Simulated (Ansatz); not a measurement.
Relaxing InH

Computed with DFT PBE, scalar-relativistic, plane waves, PAW in Ansatz 0.2.0. Cutoff 420 eV, Γ-centred k mesh, Gaussian smearing, no spin polarisation in the final step.

The start puts InH on the sites of a reported HCl cell (Fmmm, No. 69), with In in place of H, H in place of Cl, at a guessed volume.

```
In H
1.0
     0.00000    2.62735    2.80414
     2.47020    0.00000    2.80414
     2.47020    2.62735    0.00000
In H
1 1
Cartesian
  0.0000 0.0000 0.0000
  2.4702 2.6274 2.8041
```

Cell and atoms relax at zero pressure; the relaxation can't lower the symmetry of the start.

The zero of energy is the elements' standard structures at the same level (H₂ as a molecule); no fitted shifts are applied.

Task: Which crystal results?

Result: It ends in I4/mmm (No. 139). Conventional cell: a = 3.705 Å, c = 4.672 Å. In has 2 H at 2.34 Å and 4 H at 2.62 Å; H is coordinated by 2 In at 2.34 Å and 4 In at 2.62 Å.

```cif
data_structure
_symmetry_space_group_name_H-M 'I4/mmm'
_symmetry_Int_Tables_number 139
_cell_length_a 3.7052
_cell_length_b 3.7052
_cell_length_c 4.6716
_cell_angle_alpha 90.000
_cell_angle_beta 90.000
_cell_angle_gamma 90.000
_cell_volume 64.13
loop_
_atom_site_label
_atom_site_type_symbol
_atom_site_symmetry_multiplicity
_atom_site_Wyckoff_symbol
_atom_site_fract_x
_atom_site_fract_y
_atom_site_fract_z
_atom_site_occupancy
In1 In 2 a 0.00000 0.00000 0.00000 1
H1 H 2 b 0.00000 0.00000 0.50000 1
```

Task: What are its volume, energy, density and gap?

Result: The volume per atom is 16.03 Å³ and the density is 6.00 g/cm³. The energy over the elements is 0.49 eV/atom and the gap on the 20×20×20 mesh is 0 eV (a metal).

The final run used a 20×20×20 mesh on its 2-atom cell and 0.10 eV smearing. The k mesh leaves about 4 meV/atom of noise in metals. Symmetry constrained the relaxation, so the result can be a saddle point.

Cost: 3 runs of about 5.5 core-minutes in all, on AMD EPYC 7R43 (Zen 3) (shared hosts).